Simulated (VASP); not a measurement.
# Cu (Fm-3m) in VASP: notebook, part 2 of 2

VASP 6.6.1.

## 7. Single point, PBE

INCAR reads:

```
SYSTEM = Cu
ALGO = Fast
EDIFF = 1E-7
ENCUT = 700
GGA = PE
ISIF = 2
ISMEAR = 0
LASPH = .TRUE.
LCHARG = .FALSE.
LREAL = .FALSE.
LWAVE = .FALSE.
NELM = 60
PREC = Accurate
SIGMA = 0.1
```

KPOINTS reads:

```
k-points
0
G
  14 14 14
  0 0 0
```

POSCAR reads:

```
Cu
1.0
    0.0000000000      1.8075000000      1.8075000000
    1.8075000000      0.0000000000      1.8075000000
    1.8075000000      1.8075000000      0.0000000000
Cu
1
Direct
    0.0000000000      0.0000000000      0.0000000000
```

Potentials or basis: VASP PAW PBE potentials, release 64 (Cu).

Run with:

```console
$ cat potpaw_PBE.64/Cu/POTCAR > POTCAR
$ mpirun -np 1 vasp_std > vasp.out
```

OUTCAR:

```text
SYSTEM = Cu
   EDIFF = 1E-7
   ENCUT = 700
   GGA = PE
   ISIF = 2
   ISMEAR = 0
   LASPH = .TRUE.
   LREAL = .FALSE.
   NELM = 60
   PREC = Accurate

 ion  position               nearest neighbor table
   1  0.000  0.000  0.000-

  LATTYP: Found a face centered cubic cell.
 ALAT       =     3.6150000000

  Lattice vectors:

 A1 = (   0.0000000000,   1.8075000000,   1.8075000000)
 A2 = (   1.8075000000,   0.0000000000,   1.8075000000)
 A3 = (   1.8075000000,   1.8075000000,   0.0000000000)

Analysis of symmetry for initial positions (statically):
=====================================================================
 Subroutine PRICEL returns:
 Original cell was already a primitive cell.

 Routine SETGRP: Setting up the symmetry group for a
 face centered cubic supercell.

 Subroutine GETGRP returns: Found 48 space group operations
 (whereof 48 operations were pure point group operations)
 out of a pool of 48 trial point group operations.

The static configuration has the point symmetry O_h .

Analysis of symmetry for dynamics (positions and initial velocities):
=====================================================================
 Subroutine PRICEL returns:
 Original cell was already a primitive cell.

 Routine SETGRP: Setting up the symmetry group for a
 face centered cubic supercell.

 Subroutine GETGRP returns: Found 48 space group operations
 (whereof 48 operations were pure point group operations)
 out of a pool of 48 trial point group operations.

The dynamic configuration has the point symmetry O_h .

 Subroutine INISYM returns: Found 48 space group operations
 (whereof 48 operations are pure point group operations),
 and found     1 'primitive' translations

----------------------------------------------------------------------------------------

                                     Primitive cell

  volume of cell :      11.8104

  direct lattice vectors                    reciprocal lattice vectors
     0.000000000  1.807500000  1.807500000    -0.276625173  0.276625173  0.276625173
     1.807500000  0.000000000  1.807500000     0.276625173 -0.276625173  0.276625173
     1.807500000  1.807500000  0.000000000     0.276625173  0.276625173 -0.276625173

  length of vectors
     2.556191014  2.556191014  2.556191014     0.479128854  0.479128854  0.479128854

  position of ions in fractional coordinates (direct lattice)
     0.000000000  0.000000000  0.000000000

  ion indices of the primitive-cell ions
   primitive index   ion index
                 1           1

----------------------------------------------------------------------------------------

 KPOINTS: k-points

Automatic generation of k-mesh.
 Grid dimensions read from file:
 generate k-points for:   14   14   14

 Generating k-lattice:

  Cartesian coordinates                     Fractional coordinates (reciprocal lattice)
    -0.019758941  0.019758941  0.019758941     0.071428571  0.000000000  0.000000000
     0.019758941 -0.019758941  0.019758941     0.000000000  0.071428571  0.000000000
     0.019758941  0.019758941 -0.019758941     0.000000000  0.000000000  0.071428571

  Length of vectors
     0.034223490  0.034223490  0.034223490

  Shift w.r.t. Gamma in fractional coordinates (k-lattice)
     0.000000000  0.000000000  0.000000000

 Subroutine IBZKPT returns following result:
 ===========================================

 Found    104 irreducible k-points:

 Following reciprocal coordinates:
            Coordinates               Weight
  0.000000  0.000000  0.000000      1.000000
  0.071429  0.000000  0.000000      8.000000
  0.142857  0.000000  0.000000      8.000000
  0.214286  0.000000  0.000000      8.000000
  0.285714  0.000000  0.000000      8.000000
  0.357143  0.000000  0.000000      8.000000
[... 16 lines left out ...]
  0.214286  0.142857  0.000000     24.000000
  0.285714  0.142857  0.000000     24.000000
 [... further k-points ...]
   k-points           NKPTS =    104   k-points in BZ     NKDIM =    104   number of bands    NBANDS=      9
   number of dos      NEDOS =    301   number of ions     NIONS =      1
   total plane-waves  NPLWV =  13824
   dimension x,y,z NGX =    24 NGY =   24 NGZ =   24
   dimension x,y,z NGXF=    48 NGYF=   48 NGZF=   48
   ions per type =               1
   NGX,Y,Z   is equivalent  to a cutoff of  15.61, 15.61, 15.61 a.u.
   NGXF,Y,Z  is equivalent  to a cutoff of  31.22, 31.22, 31.22 a.u.
 SYSTEM =  Cu
   PREC   = accura    normal or accurate (medium, high low for compatibility)
   ISTART =      0    job   : 0-new  1-cont  2-samecut
   ICHARG =      2    charge: 1-file 2-atom 10-const
   ISPIN  =      1    spin polarized calculation?
   LNONCOLLINEAR =      F non collinear calculations
   LSORBIT =      F    spin-orbit coupling
   LASPH  =      T    aspherical Exc in radial PAW
   ENCUT  =  700.0 eV  51.45 Ry    7.17 a.u.   5.51  5.51  5.51*2*pi/ulx,y,z
   NELM   =     60;   NELMIN=  2; NELMDL= -5     # of ELM steps
   EDIFF  = 0.1E-06   stopping-criterion for ELM
   LREAL  =      F    real-space projection
   EDIFFG = 0.1E-05   stopping-criterion for IOM
   NSW    =      0    number of steps for IOM
   IBRION =     -1    ionic relax: 0-MD 1-quasi-New 2-CG
   NFREE  =      0    steps in history (QN), initial steepest desc. (CG)
   ISIF   =      2    stress and relaxation
   ISYM   =      2    0-nonsym 1-usesym 2-fastsym
   POTIM  = 0.5000    time-step for ionic-motion
   TEBEG  =    0.0;   TEEND  =   0.0 temperature during run
   PSTRESS=    0.0 pullay stress
   NELECT =      11.0000    total number of electrons
   NUPDOWN=      -1.0000    fix difference up-down
   EMIN   =  10.00;   EMAX   =-10.00  energy-range for DOS
   EFERMI =   0.00;   METHOD = LEGACY
   ISMEAR =     0;   SIGMA  =   0.10  broadening in eV -4-tet -1-fermi 0-gaus
   EFERMI_NEDOS =   21; number of points for ismear=-14 and -15
   IALGO  =     68    algorithm
   IMIX   =      4    mixing-type and parameters
     AMIX     =   0.40;   BMIX     =  1.00
     AMIX_MAG =   1.60;   BMIX_MAG =  1.00
  volume/ion in A,a.u.               =      11.81        79.70
  Fermi-wavevector in a.u.,A,eV,Ry     =   1.598763  3.021224 34.777078  2.556043
  Thomas-Fermi vector in A             =   2.696162
   LORBIT       =      0    0 simple, 1 ext, 2 COOP (PROOUT), +10 PAW based schemes
   GGA     = PE    functional components
   LHFCALC =     F    Hartree Fock is set to
   AEXX    =    0.0000 exact exchange contribution
   IVDW    =     0    specifies the selected vdW correction
   LEPSILON=     F    determine dielectric tensor
   LRPA    =     F    only Hartree local field effects (RPA)
 non-spin polarized calculation
 RMM-DIIS sequential band-by-band and
 Gauss-broadening in eV      SIGMA  =   0.10
  energy-cutoff  :      700.00
  volume of cell :       11.81
 maximum number of plane-waves:       531
 NGX is ok and might be reduce to    24
   NGX = 11   NGY = 11   NGZ = 11

 number of electron      10.9999997 magnetization

 Free energy of the ion-electron system (eV)
  ---------------------------------------------------
  ext. energy  EPLUGINS =         0.00000000
  ---------------------------------------------------
  free energy    TOTEN  =        -3.72706193 eV

  energy without entropy =       -3.72570668  energy(sigma->0) =       -3.72638431

 E-fermi :   7.5395     XC(G=0): -12.7256

 val. band max:        7.4593948998   @ k =   0.5000   0.2857   0.1429
 cond. band min:       7.5955735101   @ k =   0.5000   0.2143   0.0714
 fundamental gap:      0.1361786103
 Fermi energy:         7.5394839430

 k-point     1 :       0.0000    0.0000    0.0000
  band No.  band energies     occupation
      1      -1.7657      2.00000
      2       4.5593      2.00000
      3       4.5593      2.00000
      4       4.5593      2.00000
      5       5.3814      2.00000
      6       5.3814      2.00000
      7      30.1795      0.00000
      8      32.8240      0.00000
      9      32.8240      0.00000
[... 265 lines left out ...]
 k-point    24 :       0.2857    0.1429    0.0000
  band No.  band energies     occupation
      1       0.7545      2.00000
      2       4.0451      2.00000
      3       4.7088      2.00000
      4       4.9349      2.00000
      5       5.4069      2.00000
      6       5.6590      2.00000
      7      21.1117      0.00000
      8      26.3211      0.00000
      9      27.7129      0.00000

 [... further k-points ...]

------------------------ aborting loop because EDIFF is reached ----------------------------------------

  FORCE on cell =-STRESS in cart. coord.  units (eV):
  Direction    XX          YY          ZZ          XY          YZ          ZX
  --------------------------------------------------------------------------------------
  -------------------------------------------------------------------------------------
  Total        0.2035122      0.2035122      0.2035122     -0.0000000     -0.0000000     -0.0000000
  in kB       27.6080695     27.6080695     27.6080695     -0.0000000     -0.0000000     -0.0000000
  external PRESSURE =      27.6080695 kB  Pullay stress =       0.0000000 kB

 VOLUME and BASIS-vectors are now :
 -----------------------------------------------------------------------------
  energy-cutoff  :      700.00
  volume of cell :       11.81
      direct lattice vectors                 reciprocal lattice vectors
     0.000000000  1.807500000  1.807500000    -0.276625173  0.276625173  0.276625173
     1.807500000  0.000000000  1.807500000     0.276625173 -0.276625173  0.276625173
     1.807500000  1.807500000  0.000000000     0.276625173  0.276625173 -0.276625173

 POSITION                                       TOTAL-FORCE (eV/Angst)
 -----------------------------------------------------------------------------------
      0.00000      0.00000      0.00000         0.000000      0.000000      0.000000
 -----------------------------------------------------------------------------------
    total drift:                                0.000000      0.000000     -0.000000

  FREE ENERGIE OF THE ION-ELECTRON SYSTEM (eV)
  ---------------------------------------------------
  free  energy   TOTEN  =        -3.7270619292 eV

  energy  without entropy=       -3.7257066844  energy(sigma->0) =       -3.72638431
```

OSZICAR:

```text
N       E                     dE             d eps       ncg     rms          rms(c)
DAV:   1     0.432022701064E+02    0.43202E+02   -0.67908E+03  1904   0.255E+03
DAV:   2    -0.405604560522E+01   -0.47258E+02   -0.45026E+02  1892   0.218E+02
DAV:   3    -0.462217313988E+01   -0.56613E+00   -0.56338E+00  2284   0.339E+01
DAV:   4    -0.462634454653E+01   -0.41714E-02   -0.41706E-02  2266   0.260E+00
DAV:   5    -0.462638495909E+01   -0.40413E-04   -0.40412E-04  2394   0.206E-01    0.766E+00
RMM:   6    -0.405811268499E+01    0.56827E+00   -0.54041E+00  2187   0.591E+01    0.432E+00
RMM:   7    -0.373762565201E+01    0.32049E+00   -0.95212E-01  2168   0.262E+01    0.103E+00
RMM:   8    -0.372836264136E+01    0.92630E-02   -0.31482E-02  2228   0.233E+00    0.300E-01
RMM:   9    -0.372688918750E+01    0.14735E-02   -0.83059E-03  2256   0.249E+00    0.308E-02
RMM:  10    -0.372705310924E+01   -0.16392E-03   -0.13552E-03  2418   0.532E-01    0.170E-02
RMM:  11    -0.372707997383E+01   -0.26865E-04   -0.23252E-04  2269   0.392E-01    0.438E-02
RMM:  12    -0.372705859158E+01    0.21382E-04   -0.83414E-05  2344   0.204E-01    0.407E-03
RMM:  13    -0.372706164979E+01   -0.30582E-05   -0.26023E-05  2477   0.651E-02    0.365E-03
RMM:  14    -0.372706190021E+01   -0.25042E-06   -0.20205E-06  2093   0.197E-02    0.376E-03
RMM:  15    -0.372706192922E+01   -0.29012E-07   -0.26753E-07  1509   0.595E-03
   1 F= -.37270619E+01 E0= -.37263843E+01  d E =-.135524E-02
```

stdout:

```text
POSCAR found type information on POSCAR Cu
 POSCAR found :  1 types and       1 ions
 scaLAPACK will be used
 LDA part: xc-table for (Slater+PW92), standard interpolation
 POSCAR, INCAR and KPOINTS ok, starting setup
 FFT: planning ... GRIDC
 FFT: planning ... GRID_SOFT
 FFT: planning ... GRID
 WAVECAR not read
 entering main loop
```

Run time: 13 s. Hardware: 1 thread of Intel Xeon Platinum 8488C (Sapphire Rapids), shared host; peak memory 0.14 GiB.

Results:

```yaml
Free_energy: -3.7271 eV
Pressure: 2.8 GPa
Band_gap_on_the_k_mesh: none (metal or under the smearing width)
```

## 8. The runs side by side

| cutoff (eV) | gap on the mesh (eV) | pressure (GPa) |
| --- | --- | --- |
| 350 | none | 2.6 |
| 400 | none | 1.9 |
| 450 | none | 2.0 |
| 520 | none | 2.7 |
| 600 | none | 2.8 |
| 700 | none | 2.8 |

Alike in all rows: task single point; level PBE; potentials or basis VASP PAW PBE potentials, release 64 (Cu); no spin polarisation; cell as given; k mesh 14 × 14 × 14; smearing gaussian 0.1 eV.

Every run on the cell as given and a fine mesh finds a metal.

Caveats: the cutoff is under 1.25 times the usual one of these potentials, so pressure, stress and relaxed cells hold a basis-set (Pulay) error (some runs).

Absolute energies hang on the potentials; compare differences alone.
